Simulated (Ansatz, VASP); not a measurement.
# In2GaAsP2: VASP beside Ansatz

Aim: how closely do two programs agree when they are given the same cell, functional and k mesh? The cell is taken from a series of runs on this material, whose earlier steps may have relaxed, scaled, displaced or heated it; both programs get it as it stands.

Main program and level: Ansatz 0.2.0; plane waves, with VASP 6.6.1 beside it; single point at PBEsol.

## 1. The starting structure

The cell holds 12 atoms: 4 In, 4 P, 2 Ga and 2 As. Cell: a = 4.105 Å, b = 4.098 Å, c = 17.447 Å, α = 90.0°, β = 90.0°, γ = 90.0°. It derives from InP. The structure's axis is c.

As a file:

```cif
data_structure
_symmetry_space_group_name_H-M 'P 1'
_symmetry_Int_Tables_number 1
_cell_length_a 4.1051
_cell_length_b 4.0980
_cell_length_c 17.4471
_cell_angle_alpha 90.000
_cell_angle_beta 90.000
_cell_angle_gamma 90.000
_cell_volume 293.51
loop_
_atom_site_label
_atom_site_type_symbol
_atom_site_fract_x
_atom_site_fract_y
_atom_site_fract_z
_atom_site_occupancy
In1 In 0.00000 0.00000 0.04330 1
In2 In 0.50000 0.50000 0.21424 1
In3 In 0.00000 0.00000 0.38509 1
In4 In 0.50000 0.50000 0.55588 1
P5 P 0.50000 0.00000 0.12856 1
P6 P 0.00000 0.50000 0.29953 1
P7 P 0.50000 0.00000 0.47039 1
P8 P 0.00000 0.50000 0.64184 1
Ga9 Ga 0.00000 0.00000 0.71466 1
Ga10 Ga 0.50000 0.50000 0.87288 1
As11 As 0.50000 0.00000 0.79362 1
As12 As 0.00000 0.50000 0.95114 1
```

## 2. VASP: single point, PBEsol, pair 1

With cell and atoms fixed, the geometry can't cause a difference; cores, projectors, grids and the points listed under the comparison can.

Lines of VASP's logs that name or quote its potential files are left out, and so is its time.

INCAR reads:

```
SYSTEM = In2GaAsP2
PREC = Accurate
ENCUT = 400
EDIFF = 1E-06
NELM = 120
ISMEAR = -1
SIGMA = 0.02
LREAL = .FALSE.
ALGO = Normal
GGA = PS
NBANDS = 66
LORBIT = 11
LWAVE = .FALSE.
LCHARG = .FALSE.
ISIF = 2
LASPH = .TRUE.
GGA_COMPAT = .FALSE.
EFERMI = MIDGAP
KPAR = 2
```

POSCAR reads:

```
In2GaAsP2
1.0
    4.1050956851      0.0000000000      0.0000000000
    0.0000000000      4.0979990123      0.0000000000
    0.0000000000      0.0000000000     17.4471179195
In P Ga As
4 4 2 2
Direct
    0.0000000000      0.0000000000      0.0432998252
    0.5000000000      0.5000000000      0.2142429710
    0.0000000000      0.0000000000      0.3850873542
    0.5000000000      0.5000000000      0.5558772797
    0.5000000000      0.0000000000      0.1285604049
    0.0000000000      0.5000000000      0.2995325205
    0.5000000000      0.0000000000      0.4703928328
    0.0000000000      0.5000000000      0.6418374433
    0.0000000000      0.0000000000      0.7146634203
    0.5000000000      0.5000000000      0.8728798871
    0.5000000000      0.0000000000      0.7936238232
    0.0000000000      0.5000000000      0.9511377080
```

KPOINTS reads:

```
Automatic mesh
0
Gamma
6 6 2
0 0 0
```

PAW data sets: In_d, P, Ga_d and As (PBE family, release 64).

The run is started by

```console
$ mpirun -np 2 vasp_std
```

Numbers of over 12 decimals in the logs are rounded to 6 here.

What it wrote:

```text
[banner, memory and clock lines left out]
running    2 mpi-ranks, on    1 nodes
 distrk:  each k-point on    1 cores,    2 groups
 distr:  one band on    1 cores,    1 groups

 POSCAR found type information on POSCAR InP GaAs
 POSCAR found :  4 types and      12 ions
|                                                                             |
|               ----> ADVICE to this user running VASP <----                  |
|                                                                             |
|     You enforced a specific xc type in the INCAR file but a different       |
|     [... a line on the potential file left out ...]
|     I HOPE YOU KNOW WHAT YOU ARE DOING!                                     |
|                                                                             |

 LDA part: xc-table for (Slater+PW92), standard interpolation
 POSCAR, INCAR and KPOINTS ok, starting setup
 FFT: planning ... GRIDC
 FFT: planning ... GRID_SOFT
 FFT: planning ... GRID
 WAVECAR not read
 entering main loop
       N       E                     dE             d eps       ncg     rms          rms(c)
DAV:   1     0.102675661608E+04    0.10268E+04   -0.40290E+04  4336   0.174E+03
DAV:   2     0.125418890683E+03   -0.90134E+03   -0.87359E+03  4336   0.499E+02
DAV:   3    -0.439105927266E+02   -0.16933E+03   -0.16296E+03  4926   0.208E+02
DAV:   4    -0.561593665761E+02   -0.12249E+02   -0.12112E+02  5246   0.546E+01
DAV:   5    -0.566953976935E+02   -0.53603E+00   -0.53476E+00  6192   0.117E+01    0.128E+01
DAV:   6    -0.548810656151E+02    0.18143E+01   -0.36900E+00  5652   0.175E+01    0.664E+00
DAV:   7    -0.547249095269E+02    0.15616E+00   -0.18828E+00  6312   0.570E+00    0.212E+00
DAV:   8    -0.547060778668E+02    0.18832E-01   -0.38615E-01  5606   0.479E+00    0.104E+00
DAV:   9    -0.547008963177E+02    0.51815E-02   -0.33542E-02  5680   0.179E+00    0.601E-01
DAV:  10    -0.547014209170E+02   -0.52460E-03   -0.75054E-03  6334   0.390E-01    0.228E-01
DAV:  11    -0.547015572693E+02   -0.13635E-03   -0.72622E-04  5432   0.155E-01    0.807E-02
DAV:  12    -0.547015408905E+02    0.16379E-04   -0.16231E-04  6346   0.505E-02    0.641E-02
DAV:  13    -0.547015493481E+02   -0.84576E-05   -0.28046E-05  5036   0.264E-02    0.682E-03
DAV:  14    -0.547015502773E+02   -0.92928E-06   -0.18448E-06  4014   0.882E-03
   1 F= -.54701550E+02 E0= -.54701550E+02  d E =-.125496E-05
```

OUTCAR, selected parts (step 2):

```text
ion  position               nearest neighbor table
   1  0.000  0.000  0.043-   5 2.53   5 2.53  12 2.60  12 2.60
   2  0.500  0.500  0.214-   6 2.54   6 2.54   5 2.54   5 2.54
   3  0.000  0.000  0.385-   6 2.54   6 2.54   7 2.54   7 2.54
   4  0.500  0.500  0.556-   7 2.53   7 2.53   8 2.54   8 2.54
   5  0.500  0.000  0.129-   1 2.53   1 2.53   2 2.54   2 2.54
   6  0.000  0.500  0.300-   3 2.54   3 2.54   2 2.54   2 2.54
   7  0.500  0.000  0.470-   4 2.53   4 2.53   3 2.54   3 2.54
   8  0.000  0.500  0.642-   9 2.41   9 2.41   4 2.54   4 2.54
   9  0.000  0.000  0.715-   8 2.41   8 2.41  11 2.47  11 2.47
  10  0.500  0.500  0.873-  12 2.47  12 2.47  11 2.47  11 2.47
  11  0.500  0.000  0.794-  10 2.47  10 2.47   9 2.47   9 2.47
  12  0.000  0.500  0.951-  10 2.47  10 2.47   1 2.60   1 2.60

  LATTYP: Found a simple orthorhombic cell.
 ALAT       =     4.0979990123
 B/A-ratio  =     1.0017317410
 C/A-ratio  =     4.2574724560

 Subroutine GETGRP returns: Found  4 space group operations
 (whereof  4 operations were pure point group operations)

The static configuration has the point symmetry C_2v.

 Found     32 irreducible k-points:

   k-points           NKPTS =     32   k-points in BZ     NKDIM =     32   number of bands    NBANDS=     66

   dimension x,y,z NGX =    28 NGY =   28 NGZ =  120
   dimension x,y,z NGXF=    56 NGYF=   56 NGZF=  240

   ENCUT  =  400.0 eV  29.40 Ry    5.42 a.u.   6.69  6.68 28.45*2*pi/ulx,y,z

   NELECT =     108.0000    total number of electrons

 k-points in reciprocal lattice and weights: Automatic mesh
   0.00000000  0.00000000  0.00000000       0.014
   0.16666667  0.00000000  0.00000000       0.028
   0.33333333  0.00000000  0.00000000       0.028
   0.50000000  0.00000000  0.00000000       0.014
   0.00000000  0.16666667  0.00000000       0.028
   0.16666667  0.16666667  0.00000000       0.056
   0.33333333  0.16666667  0.00000000       0.056
   0.50000000  0.16666667  0.00000000       0.028
   0.00000000  0.33333333  0.00000000       0.028
[...]
0.33333333  0.50000000  0.50000000       0.028
   0.50000000  0.50000000  0.50000000       0.014

 average (electrostatic) potential at core
       1 -96.0013       2 -96.0288       3 -96.0275       4 -96.0157       5 -83.2908
       6 -83.2793       7 -83.2785       8 -83.3920       9 -65.2698      10 -65.2384
      11 -49.2033      12 -49.1093

 E-fermi :   4.9227

 k-point     1 :       0.0000    0.0000    0.0000
  band No.  band energies     occupation
    ...
     50       3.8222      2.00000
     51       3.9224      2.00000
     52       4.5940      2.00000
     53       4.6456      2.00000
     54       4.7399      1.99979
     55       5.1049      0.00022
     56       6.0147      0.00000
     57       6.1664      0.00000
     58       6.4773      0.00000
     59       6.7048      0.00000
    ...

 k-point     2 :       0.1667    0.0000    0.0000
  band No.  band energies     occupation
    ...
     50       3.7900      2.00000
     51       3.8791      2.00000
     52       3.9616      2.00000
     53       4.0977      2.00000
     54       4.6505      2.00000
     55       6.2051      0.00000
     56       6.4148      0.00000
     57       6.6930      0.00000
     58       6.8518      0.00000
     59       6.9492      0.00000
    ...

 k-point     3 :       0.3333    0.0000    0.0000
  band No.  band energies     occupation
    ...
     50       3.6560      2.00000
     51       3.7870      2.00000
     52       3.8478      2.00000
     53       3.9568      2.00000
     54       4.3662      2.00000
     55       5.8794      0.00000
     56       6.0447      0.00000
     57       6.7250      0.00000
     58       7.0327      0.00000
     59       7.2243      0.00000
    ...

  Total       -0.0246284     -0.1242722     -0.0792014      0.0000000      0.0000000      0.0000000
  in kB       -0.1344400     -0.6783688     -0.4323394      0.0000000      0.0000000      0.0000000
  external PRESSURE =      -0.4150494 kB  Pullay stress =       0.0000000 kB

  energy-cutoff  :      400.00
  volume of cell :      293.51
      direct lattice vectors                 reciprocal lattice vectors
     4.105095685  0.000000000  0.000000000     0.243599681  0.000000000  0.000000000
     0.000000000  4.097999012  0.000000000     0.000000000  0.244021533  0.000000000
     0.000000000  0.000000000 17.447117919     0.000000000  0.000000000  0.057316057

 POSITION                                       TOTAL-FORCE (eV/Angst)
 -----------------------------------------------------------------------------------
      0.00000      0.00000      0.75546         0.000000      0.000000      0.008447
      2.05255      2.04900      3.73792         0.000000      0.000000     -0.003230
      0.00000      0.00000      6.71866         0.000000      0.000000      0.000293
      2.05255      2.04900      9.69846         0.000000      0.000000     -0.004300
      2.05255      0.00000      2.24301         0.000000      0.000000      0.006967
      0.00000      2.04900      5.22598         0.000000      0.000000      0.002575
      2.05255      0.00000      8.20700         0.000000      0.000000      0.000300
      0.00000      2.04900     11.19821         0.000000      0.000000      0.013175
      0.00000      0.00000     12.46882         0.000000      0.000000     -0.020805
      2.05255      2.04900     15.22924         0.000000      0.000000     -0.011491
      2.05255      0.00000     13.84645         0.000000      0.000000      0.004404
      0.00000      2.04900     16.59461         0.000000      0.000000      0.003664
 -----------------------------------------------------------------------------------
    total drift:                                0.000000      0.000000      0.003373

  FREE ENERGIE OF THE ION-ELECTRON SYSTEM (eV)
  ---------------------------------------------------
  free  energy   TOTEN  =       -54.7015502773 eV

  energy  without entropy=      -54.7015490224  energy(sigma->0) =      -54.70154965

 total charge
# of ion       s       p       d       tot
------------------------------------------
    1        0.840   0.773   9.895  11.508
    2        0.830   0.778   9.901  11.509
    3        0.830   0.779   9.901  11.510
    4        0.831   0.781   9.899  11.511
    5        1.028   1.478   0.000   2.507
    6        1.028   1.481   0.000   2.508
    7        1.027   1.481   0.000   2.508
    8        1.027   1.470   0.000   2.497
    9        0.872   0.773   9.996  11.641
   10        0.881   0.773   9.991  11.645
   11        1.215   1.571   0.029   2.815
   12        1.216   1.579   0.026   2.821
--------------------------------------------------
tot         11.625  13.716  59.638  84.979

[... 3 further parts left out ...]
```

The run ends at a pressure of -0.04 GPa, with forces up to 0.021 eV/Å.

## 3. Ansatz: single point, PBEsol, pair 1

Ansatz runs on its PAW soft_1 files.

The same cell, functional, mesh and smearing now go to Ansatz, which takes its cutoff from its data sets.

input.yaml reads:

```yaml
crystal:
  lattice:
    - [4.1050956851, 0.0, 0.0]
    - [0.0, 4.0979990123, 0.0]
    - [0.0, 0.0, 17.4471179195]
  atoms:
    - { symbol: In, position: [0.0, 0.0, 0.0432998252] }
    - { symbol: P, position: [0.5, 0.0, 0.1285604049] }
    - { symbol: In, position: [0.5, 0.5, 0.214242971] }
    - { symbol: P, position: [0.0, 0.5, 0.2995325205] }
    - { symbol: In, position: [0.0, 0.0, 0.3850873542] }
    - { symbol: P, position: [0.5, 0.0, 0.4703928328] }
    - { symbol: In, position: [0.5, 0.5, 0.5558772797] }
    - { symbol: P, position: [0.0, 0.5, 0.6418374433] }
    - { symbol: Ga, position: [0.0, 0.0, 0.7146634203] }
    - { symbol: As, position: [0.5, 0.0, 0.7936238232] }
    - { symbol: Ga, position: [0.5, 0.5, 0.8728798871] }
    - { symbol: As, position: [0.0, 0.5, 0.951137708] }
kpoints:
  mp_grid: { grid: [6, 6, 2] }
  band_path:
    path:
      - [[0.0, 0.0, 0.0], [0.5, 0.0, 0.0], [0.5, 0.5, 0.0], [0.0, 0.5, 0.0], [0.0, 0.0, 0.0], [0.0, 0.0, 0.5], [0.5, 0.0, 0.5], [0.5, 0.5, 0.5], [0.0, 0.5, 0.5], [0.0, 0.0, 0.5]]
      - [[0.5, 0.0, 0.0], [0.5, 0.0, 0.5]]
      - [[0.0, 0.5, 0.0], [0.0, 0.5, 0.5]]
      - [[0.5, 0.5, 0.0], [0.5, 0.5, 0.5]]
    npoints: 10
hamiltonian:
  xc: pbesol
  pseudopotentials: { kind: paw, azcp: { folder: soft_1 }, xc_functional: pbe }
scf:
  occupations: { method: fermi_dirac, width: 0.02 }
  n_extra_bands: 8
output:
  eigenvalues: true
  write_density: true
  write_potential: true
  elf: true
  volumetric_format: npy
```

The run is started by

```console
$ ansatz run input.yaml --threads 3 --pin off --max-ram 92160MiB --backend cuda --events-out ev --progress --plain --runs-dir out --devices 1 --max-vram 13GiB
```

What it wrote:

```text
scf.n_extra_bands = 8 over 64 filled bands (N_el = 128.0): the run solves 72 bands
GPUs: using 1 of 1 available (devices: 1).
Engine: ansatz 0.2.0, x86_64-unknown-linux-gnu
Pseudopotentials: kind: paw
Pseudopotential: In, paw, valence charge 13, recommended cutoff 420 eV (normal), soft_1/In.paw.azcp
Pseudopotential: P, paw, valence charge 5, recommended cutoff 420 eV (normal), soft_1/P.paw.azcp
Pseudopotential: Ga, paw, valence charge 13, recommended cutoff 420 eV (normal), soft_1/Ga.paw.azcp
Pseudopotential: As, paw, valence charge 15, recommended cutoff 420 eV (normal), soft_1/As.paw.azcp
Functional definition: PBEsol
  exchange = pbesol_x
  correlation = pbesol_c
device memory: the entry about to start is reckoned to put 6.1 GiB on a device that reports 41.1 GiB free (of which the cap on the GPU budget leaves the run 13.0 GiB)
GPU FFT provider: cuFFT
GPU libraries: cuBLAS 13.8.2, cuFFT 12.4.0, cuSOLVER 12.3.4
Crystal: 12 atoms, lattice volume = 293.507 Å³
Basis set: ecut = 420 eV, 5739 PW (Γ)
Bands: 72, of which v1, the nominal top of the filled ones, is band 64 counted from 1 (63 counted from 0)
Symmetry: 4 space group operations
Space group: Pmm2 (ITA 25), of the structure as read, at distance tolerance 6.6e-5 Å
k-points: 32 of 72
Non-local potential: In, projectors of the file, l = 0: 2, l = 1: 2, l = 2: 2, l = 3: 1
Non-local potential: P, projectors of the file, l = 0: 2, l = 1: 2, l = 2: 1
Non-local potential: Ga, projectors of the file, l = 0: 2, l = 1: 2, l = 2: 3, l = 3: 1
Non-local potential: As, projectors of the file, l = 0: 2, l = 1: 2, l = 2: 3, l = 3: 1
PAW form: soft (Blöchl's): semilocal exchange-correlation on the pseudo side does not see the compensation charge
PAW frozen core: In, regenerated for the run's functional, and the local potential with it (the file was generated under x = pbe(κ = 0.804, μ = 0.219515), c = pbe(β = 0.066725))
PAW frozen core: P, regenerated for the run's functional, and the local potential with it (the file was generated under x = pbe(κ = 0.804, μ = 0.219515), c = pbe(β = 0.066725))
PAW frozen core: Ga, regenerated for the run's functional, and the local potential with it (the file was generated under x = pbe(κ = 0.804, μ = 0.219515), c = pbe(β = 0.066725))
PAW frozen core: As, regenerated for the run's functional, and the local potential with it (the file was generated under x = pbe(κ = 0.804, μ = 0.219515), c = pbe(β = 0.066725))
PAW one-centre angular grid: In, 590 points (default); XC on 64 Gauss nodes
PAW one-centre angular grid: P, 110 points (default); XC on 64 Gauss nodes
PAW one-centre angular grid: Ga, 590 points (default); XC on 64 Gauss nodes
PAW one-centre angular grid: As, 590 points (default); XC on 64 Gauss nodes
Initial density: superposition of atomic densities (chi_scale 0.1, normalization cell, long waves 7 % of neutral atoms (reshape's long-wave potential 1.07 eV rms, cloud 2.61 Å wide))
Initial wavefunctions: pseudopotential atomic-orbital guess
GPU buffer pool allocated for 108000 grid points (all kernels)
GPU transforms: local potential and band sums: pruned to the plane-wave sphere, on 27×27×120
Functional: x = pbesol(κ = 0.804, μ = 0.123457), c = pbesol(β = 0.046)
SCF iter   1: F=—  HF=-42179.411005 eV  |F-HF|=—  |Δ(HF+E_count)|=         —  Δρ=3.62e-2  dr2=1.38e1  ethr=3.10e-3  ⟨swp⟩=8.4  Hψ=10775  notcnv=0
preconditioner: auto → Kerker (q_TF=auto, 2.376 Å⁻¹)  [metal: Δε(μ)=0.041 eV  Ē_g=12.509 eV  σ=0.020 eV  W_gap=0.43  n_scr=76 (ndim 8)  ℏωp=22.5 eV  f_vac=0.000  D(μ)=3.47/eV (n_scr^D=8)]
SCF iter   2: F=—  HF=-42178.384756 eV  |F-HF|=—  |Δ(HF+E_count)|=    1.03e0  Δρ=2.26e-2  dr2=7.73e0  ethr=3.10e-3  ⟨swp⟩=2.0  Hψ=3132  notcnv=0  defer=71
preconditioner: auto → Resta (q_TF=auto, 2.376 Å⁻¹)  ε∞=4.2  [insulator: Δε(μ)=0.181 eV  Ē_g=12.690 eV  σ=0.020 eV  W_gap=0.54  n_scr=76 (ndim 8)  ℏωp=22.5 eV  f_vac=0.000  D(μ)=1.01/eV (n_scr^D=4)  ε∞_Penn≈4.2]
SCF iter   3: F=—  HF=-42177.471491 eV  |F-HF|=—  |Δ(HF+E_count)|=   9.13e-1  Δρ=8.55e-3  dr2=6.51e-1  ethr=3.10e-3  ⟨swp⟩=4.9  Hψ=6106  notcnv=0  defer=78
SCF iter   4: F=—  HF=-42177.344025 eV  |F-HF|=—  |Δ(HF+E_count)|=   1.27e-1  Δρ=3.00e-3  dr2=4.69e-2  ethr=5.09e-4  ⟨swp⟩=3.2  Hψ=5178  notcnv=0  defer=86
SCF iter   5: F=—  HF=-42177.348300 eV  |F-HF|=—  |Δ(HF+E_count)|=   4.27e-3  Δρ=1.93e-3  dr2=1.43e-2  ethr=3.66e-5  ⟨swp⟩=3.1  Hψ=4277  notcnv=0  defer=86
SCF iter   6: F=—  HF=-42177.343404 eV  |F-HF|=—  |Δ(HF+E_count)|=   4.90e-3  Δρ=4.83e-4  dr2=8.37e-4  ethr=1.12e-5  ⟨swp⟩=3.0  Hψ=4201  notcnv=0  defer=86
SCF iter   7: F=—  HF=-42177.343369 eV  |F-HF|=—  |Δ(HF+E_count)|=   3.49e-5  Δρ=1.70e-4  dr2=1.22e-4  ethr=6.54e-7  ⟨swp⟩=2.0  Hψ=4271  notcnv=0  defer=86
SCF iter   8: F=—  HF=-42177.343506 eV  |F-HF|=—  |Δ(HF+E_count)|=   1.36e-4  Δρ=6.29e-5  dr2=2.46e-5  ethr=9.55e-8  ⟨swp⟩=2.0  Hψ=4267  notcnv=0  defer=86
SCF iter   9: F=—  HF=-42177.344058 eV  |F-HF|=—  |Δ(HF+E_count)|=   5.52e-4  Δρ=2.11e-5  dr2=2.19e-6  ethr=1.92e-8  ⟨swp⟩=2.0  Hψ=4354  notcnv=0  defer=86
SCF iter  10: F=—  HF=-42177.344059 eV  |F-HF|=—  |Δ(HF+E_count)|=   1.48e-6  Δρ=7.86e-6  dr2=8.48e-7  ethr=1.71e-9  ⟨swp⟩=2.4  Hψ=3926  notcnv=0  defer=86
SCF iter  11: F=-42177.344059 eV  HF=-42177.344059 eV  |F-HF|=8.00e-9  |Δ(HF+E_count)|=   8.12e-8  Δρ=3.25e-6  dr2=5.87e-8  ethr=7.81e-11  ⟨swp⟩=12.1  Hψ=10378  notcnv=0
SCF 1 converged in 11 iterations: F = -42177.344059 eV  dr2 = 5.87e-8
  greatest PAW one-centre occupation: 0.999 electrons in one spin orbital (limit 2), on the As atom at site 9 (counted from 0), in its partial waves of l = 2
device memory: the entry about to start is reckoned to put 5.2 GiB on a device that reports 41.6 GiB free (of which the cap on the GPU budget leaves the run 13.0 GiB)
NSCF: frozen V_eff on 124 k-points
SCF converged after 11 iterations
Free energy (F): -42177.344059 eV
Harris-Foulkes:  -42177.344059 eV  (|F-HF|=8.00e-9)
Internal energy: -42177.344058 eV  (E = F + TS)
E sigma→0 (E₀):  -42177.344058 eV
Entropy (-TS):   -0.000001 eV (-0.000 meV/atom)
Fermi energy:    7.407263 eV
--- Per-component energies (eV) ---
  E_band       = -877.632586
  E_kinetic    = 1569.568189
  E_local      = -16657.269941  (includes V_loc(G=0)·N_el)
  E_nonlocal   = 476.163944
  E_hartree    = 8389.515468
  E_xc         = -1119.219074
  E_vxc        = -860.268479  (∫ρ·V_xc dr)
  E_paw        = -26574.177875  (= ΣΔE_a)
  E_vpaw       = -2184.871031  (= ΣTr[D̂ρ^β])
  E_aug_tail   = 0.000114  (compensation charges beyond the density's cutoff)
  E_ewald      = -8266.711700
  E_core_change = 4.786817  (= ΣΔE_core)
  E_smearing   = -0.000001  (= −TS)
  E_closure    = -0.000000  (closes the sum)
  Σ components = -42177.344059   (vs F -42177.344059, Δ=0.00e0)
--- Band table (eV; the first three rows and the last of 32) ---
  k-point 0: bands = [... 60 lower, 6.4103, 7.0808, 7.1321, 7.2255, 7.5884, 8.5052, 8.6583, 8.9662, ... 4 higher]
  k-point 1: bands = [... 60 lower, 6.7176, 6.7638, 6.9280, 7.0918, 8.3327, 8.5777, 8.7250, 8.8016, ... 4 higher]
  k-point 2: bands = [... 60 lower, 6.3432, 6.4005, 6.6201, 7.0235, 8.7906, 8.9234, 9.1416, 9.3517, ... 4 higher]
  k-point 31: bands = [... 60 lower, 4.5254, 4.5698, 4.5731, 4.5755, 9.0287, 9.0883, 9.1866, 9.2277, ... 4 higher]
```

Reading the cycles: dr2 is the Hartree energy of the density residual (eV), the measure of convergence; HF is the Harris–Foulkes estimate of the energy, which meets the free energy F at convergence.

## 4. Side by side

Known differences besides the potentials themselves: the data sets hold 128 valence electrons in Ansatz (on its PAW soft_1 files) and 108 in VASP; the cutoff is 420 eV in Ansatz and 400 eV in VASP; Ansatz makes its cores anew for this functional, VASP keeps those of its PBE data sets. Total energies have different zeros and are not compared.

Compared:

| quantity | Ansatz | VASP | difference |
| --- | --- | --- | --- |
| gap on the k mesh (eV) | 0.363 | 0.365 | -0.002 |

A gap on the mesh is an upper bound, since the band edges may lie between its points.

[end of part 1 of 2]

[Lines on the potential files, build, host, timing and source positions are cut from VASP's logs without a mark.]

[Logs are printed without paths, hosts, clocks, repeated set-up lines and the standing remarks that a program may print on its own settings, such as how far it seeks lower states.]

[Hosts, paths, dates, database ids (printed as entryN), source tags and the programs' standing remarks are cut or masked in the printed files.]
